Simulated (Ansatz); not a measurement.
# HgC₄F₆: vacancy hop by nudged elastic band (Ansatz)

input.yaml:

```yaml
crystal:
  lattice:
    - [10.054448, 0.0, 0.0]
    - [-1.715778, 5.556512, 0.0]
    - [-2.145821, -2.37022, 5.643069]
  atoms:
    - { symbol: Hg, position: [-8.927e-05, -0.00267164, -0.00062972] }
    - { symbol: C, position: [0.10971462, 0.12836305, 0.81302843] }
    - { symbol: C, position: [0.39625961, 0.87497948, 0.1939206] }
    - { symbol: F, position: [0.1962982, 0.00771789, 0.74206166] }
    - { symbol: F, position: [0.30186884, 0.99092369, 0.25464657] }
    - { symbol: C, position: [0.09786327, 0.324836, 0.73907353] }
    - { symbol: C, position: [0.40725029, 0.6759625, 0.26890578] }
    - { symbol: F, position: [0.16278561, 0.41159975, 0.61684074] }
    - { symbol: F, position: [0.00966192, 0.46071149, 0.7836534] }
    - { symbol: F, position: [0.48440204, 0.54184755, 0.21775515] }
    - { symbol: Hg, position: [0.50091854, 0.00411259, 0.00355147] }
    - { symbol: C, position: [0.60718841, 0.1346705, 0.81321365] }
    - { symbol: C, position: [0.89304971, 0.86676955, 0.18854281] }
    - { symbol: F, position: [0.69550992, 0.01204953, 0.73914952] }
    - { symbol: F, position: [0.80456, 0.98283545, 0.24685729] }
    - { symbol: C, position: [0.59539586, 0.32759581, 0.73939259] }
    - { symbol: C, position: [0.90351672, 0.67770122, 0.260101] }
    - { symbol: F, position: [0.66159269, 0.40793985, 0.61212368] }
    - { symbol: F, position: [0.83693541, 0.59270337, 0.38483093] }
    - { symbol: F, position: [0.51355796, 0.45270661, 0.78447612] }
    - { symbol: F, position: [0.98535421, 0.53483074, 0.2095097] }
kpoints:
  mp_grid: { grid: [2, 3, 3] }
magnetization:
  spin_polarized: false
scf:
  occupations: { method: cold, width: 0.15 }
hamiltonian:
  pseudopotentials: { kind: paw }
  xc: lda
basis:
  ecutwfc: 420
neb:
  images: 3
  relax_end_points: true
  climbing: true
  f_tol: 0.05
  max_iterations: 40
  order_check: false
  final_atoms:
    - { symbol: Hg, position: [-8.927e-05, -0.00267164, -0.00062972] }
    - { symbol: C, position: [0.10971462, 0.12836305, 0.81302843] }
    - { symbol: C, position: [0.39625961, 0.87497948, 0.1939206] }
    - { symbol: F, position: [0.1962982, 0.00771789, 0.74206166] }
    - { symbol: F, position: [0.30186884, 0.99092369, 0.25464657] }
    - { symbol: C, position: [0.09786327, 0.324836, 0.73907353] }
    - { symbol: C, position: [0.40725029, 0.6759625, 0.26890578] }
    - { symbol: F, position: [0.16278561, 0.41159975, 0.61684074] }
    - { symbol: F, position: [0.00966192, 0.46071149, 0.7836534] }
    - { symbol: F, position: [0.33457734, 0.58899729, 0.38089207] }
    - { symbol: Hg, position: [0.50091854, 0.00411259, 0.00355147] }
    - { symbol: C, position: [0.60718841, 0.1346705, 0.81321365] }
    - { symbol: C, position: [0.89304971, 0.86676955, 0.18854281] }
    - { symbol: F, position: [0.69550992, 0.01204953, 0.73914952] }
    - { symbol: F, position: [0.80456, 0.98283545, 0.24685729] }
    - { symbol: C, position: [0.59539586, 0.32759581, 0.73939259] }
    - { symbol: C, position: [0.90351672, 0.67770122, 0.260101] }
    - { symbol: F, position: [0.66159269, 0.40793985, 0.61212368] }
    - { symbol: F, position: [0.83693541, 0.59270337, 0.38483093] }
    - { symbol: F, position: [0.51355796, 0.45270661, 0.78447612] }
    - { symbol: F, position: [0.98535421, 0.53483074, 0.2095097] }
```

Launch command:

```bash
ansatz run input.yaml --threads 4 --pin off --max-ram 8192MiB --backend cpu --events-out ev --progress --plain --runs-dir out
```

Origin of the cell: a database entry, scaled a little.

The cell is 2×1×1 cells of HgC4F6 with one F taken out; atom 10 (F) hops into the empty site, 2.15 Å away before the end points are relaxed. All atoms were shaken by about 0.02 Å first.

Output (shortened):

```
SCF iter   1: F=—  HF=-37700.784191 eV  Δρ=1.54e-2  dr2=7.88e-1  defer=9
SCF iter   2: F=—  HF=-37700.756925 eV  S|Δr|=    0.00e0  Δρ=1.69e-2  dr2=8.00e-1  defer=157
SCF iter   3: F=—  HF=-37700.633980 eV  S|Δr|=    0.00e0  Δρ=8.80e-3  dr2=3.81e-1  defer=157
[… 26 lines left out …]
SCF iter  30: F=—  HF=-37700.538818 eV  S|Δr|=    0.00e0  Δρ=1.26e-5  dr2=4.74e-7  defer=153
SCF iter  31: F=—  HF=-37700.538818 eV  S|Δr|=    0.00e0  Δρ=1.03e-5  dr2=2.72e-7  defer=153
SCF iter  32: F=-37700.538818 eV  HF=-37700.538818 eV  S|Δr|=    0.00e0  Δρ=5.99e-6  dr2=9.29e-8
NEB iter   1: max|band force component| = 2.565e2 eV/Å  barrier→ = 47.2599 eV  barrier← = 49.1641 eV  Δτ_max = 0.2000 Å  (141 SCF iters)
NEB iter   2: max|band force component| = 2.737e1 eV/Å  barrier→ = 5.4179 eV  barrier← = 7.3221 eV  Δτ_max = 0.1906 Å  (78 SCF iters)
NEB iter   3: max|band force component| = 1.841e1 eV/Å  barrier→ = 3.0573 eV  barrier← = 4.9615 eV  Δτ_max = 0.2000 Å  (77 SCF iters)
NEB iter   4: max|band force component| = 7.213e0 eV/Å  barrier→ = 0.5682 eV  barrier← = 2.4724 eV  Δτ_max = 0.1883 Å  (72 SCF iters)
NEB iter   5: max|band force component| = 7.227e0 eV/Å  barrier→ = 0.9883 eV  barrier← = 2.8925 eV  Δτ_max = 0.1040 Å  (73 SCF iters)
NEB iter   6: max|band force component| = 3.721e0 eV/Å  barrier→ = 0.3348 eV  barrier← = 2.2390 eV  Δτ_max = 0.1018 Å  (57 SCF iters)
NEB iter   7: max|band force component| = 1.887e0 eV/Å  barrier→ = 0.2063 eV  barrier← = 2.1105 eV  Δτ_max = 0.1000 Å  (64 SCF iters)
NEB iter   8: max|band force component| = 7.833e-1 eV/Å  barrier→ = 0.1174 eV  barrier← = 2.0216 eV  Δτ_max = 0.2000 Å  (63 SCF iters)
NEB iter   9: max|band force component| = 7.799e-1 eV/Å  barrier→ = 0.0985 eV  barrier← = 2.0027 eV  Δτ_max = 0.1992 Å  (67 SCF iters)
NEB iter  10: max|band force component| = 2.927e-1 eV/Å  barrier→ = 0.0567 eV  barrier← = 1.9609 eV  CI = image 1  Δτ_max = 0.1996 Å  (61 SCF iters)
[… 9 lines left out …]
NEB iter  20: max|band force component| = 3.852e-1 eV/Å  barrier→ = 0.5209 eV  barrier← = 2.4251 eV  CI = image 1  Δτ_max = 0.0772 Å  (65 SCF iters)
NEB iter  21: max|band force component| = 2.105e-1 eV/Å  barrier→ = 0.5095 eV  barrier← = 2.4137 eV  CI = image 1  Δτ_max = 0.0683 Å  (57 SCF iters)
NEB iter  22: max|band force component| = 1.580e-1 eV/Å  barrier→ = 0.5032 eV  barrier← = 2.4074 eV  CI = image 1  Δτ_max = 0.0410 Å  (60 SCF iters)
NEB iter  23: max|band force component| = 1.653e-1 eV/Å  barrier→ = 0.4984 eV  barrier← = 2.4026 eV  CI = image 1  Δτ_max = 0.0555 Å  (57 SCF iters)
NEB iter  24: max|band force component| = 1.389e-1 eV/Å  barrier→ = 0.4963 eV  barrier← = 2.4005 eV  CI = image 1  Δτ_max = 0.0514 Å  (56 SCF iters)
NEB iter  25: max|band force component| = 1.798e-1 eV/Å  barrier→ = 0.4987 eV  barrier← = 2.4029 eV  CI = image 1  Δτ_max = 0.0257 Å  (53 SCF iters)
NEB iter  26: max|band force component| = 9.353e-2 eV/Å  barrier→ = 0.4964 eV  barrier← = 2.4006 eV  CI = image 1  Δτ_max = 0.0260 Å  (45 SCF iters)
NEB iter  27: max|band force component| = 1.021e-1 eV/Å  barrier→ = 0.4951 eV  barrier← = 2.3993 eV  CI = image 1  Δτ_max = 0.0129 Å  (46 SCF iters)
NEB iter  28: max|band force component| = 9.221e-2 eV/Å  barrier→ = 0.4946 eV  barrier← = 2.3988 eV  CI = image 1  Δτ_max = 0.0129 Å  (42 SCF iters)
NEB iter  29: max|band force component| = 3.441e-2 eV/Å  barrier→ = 0.4943 eV  barrier← = 2.3985 eV  CI = image 1  Δτ_max = 0.0000 Å  (45 SCF iters)
--- NEB band (5 images, 29 band iterations, 1822 SCF iterations, 766 more in tests of the images' electronic states and relaxations of end points) ---
  forward barrier  = 0.494347 eV
  backward barrier = 2.398548 eV
  lagrangian_above_aufbau_ev (what the smearing adds, to first order; not taken off the barriers): saddle image -0.041341 eV, end points -0.041880 and -0.018909 eV
  climbing image's point = of an order that was not read
  energies are F+E_penalty+E_count in eV, relative to image 0
  image     s (Å)  Δ vs image 0  max|band force component| (eV/Å)
      0    0.0000      0.000000                                 —
  *   1    1.5380      0.494347                          1.490e-2
      2    3.0190      0.007635                          3.441e-2
      3    4.4998     -1.700707                          1.657e-2
      4    5.9800     -1.904202                                 —
```

The converged band:

| image | path over all atoms (Å) | ΔF (eV) | F x | y | z (Å) |
| --- | --- | --- | --- | --- | --- |
| 0 | 0.00 | 0.000 | 3.31 | 2.39 | 0.71 |
| 1 | 1.54 | 0.494 | 2.78 | 2.06 | 1.83 |
| 2 | 3.02 | 0.008 | 2.20 | 2.12 | 1.57 |
| 3 | 4.50 | -1.701 | 1.12 | 2.30 | 1.46 |
| 4 | 5.98 | -1.904 | 0.52 | 2.57 | 1.18 |

Highest image (1), forces in eV/Å:

```xyz
21
Lattice="10.054 0.000 0.000 -1.716 5.557 0.000 -2.146 -2.370 5.643" Properties=species:S:1:pos:R:3:forces:R:3 pbc="T T T" image=1
Hg    0.023    0.008   -0.041   -0.003   -0.003    0.001
C    -0.867   -1.170    4.532   -0.005    0.003    0.005
C     2.034    4.363    1.061   -0.007    0.002   -0.007
F     0.342   -1.656    4.178    0.003    0.000   -0.002
F     0.763    4.905    1.305   -0.006    0.013    0.001
C    -1.128    0.075    4.147    0.004    0.006   -0.005
C     2.395    3.204    1.440    0.011   -0.014    0.018
F    -0.310    0.846    3.471   -0.005   -0.001    0.002
F    -2.259    0.690    4.401    0.000   -0.001    0.001
F     2.781    2.063    1.825    0.001   -0.001   -0.009
Hg    4.998    0.037    0.004   -0.001    0.002    0.000
C     4.157   -1.182    4.579   -0.001    0.002   -0.001
C     7.081    4.396    1.025    0.001   -0.004   -0.001
F     5.332   -1.711    4.181    0.000   -0.003    0.002
F     5.884    4.913    1.381    0.000   -0.001   -0.001
C     3.930    0.080    4.231    0.011   -0.003   -0.003
C     7.310    3.145    1.414    0.007    0.001    0.000
F     4.744    0.832    3.531   -0.005    0.002    0.001
F     6.477    2.401    2.101   -0.001    0.001    0.000
F     2.829    0.727    4.545   -0.002    0.000   -0.002
F     8.423    2.499    1.154    0.000   -0.001    0.001
```

Barrier of this path: 0.49 eV forwards, 2.40 eV backwards, after 29 band iterations.

Caveats: no moments, though an odd count or open d shells may carry them; no spin-orbit coupling, though heavy elements are present; the highest image isn't shown to be the top of the path; the k mesh is coarse if the cell is a metal; a small cell with a neutral vacancy and no spin, whose shape can make like sites unlike; the cell is held at a rescaled volume, and strain moves barriers; the hop was drawn among near neighbours and need not be the easiest path; few images and a loose tolerance, and neither the top nor the ends were tested for their order; another atom moves far along the path.

Time: 30 min on 4 threads of Intel(R) Xeon(R) 6975P-C (Granite Rapids), with other jobs on the host, peak memory 2.1 GiB, from the program's own first density.
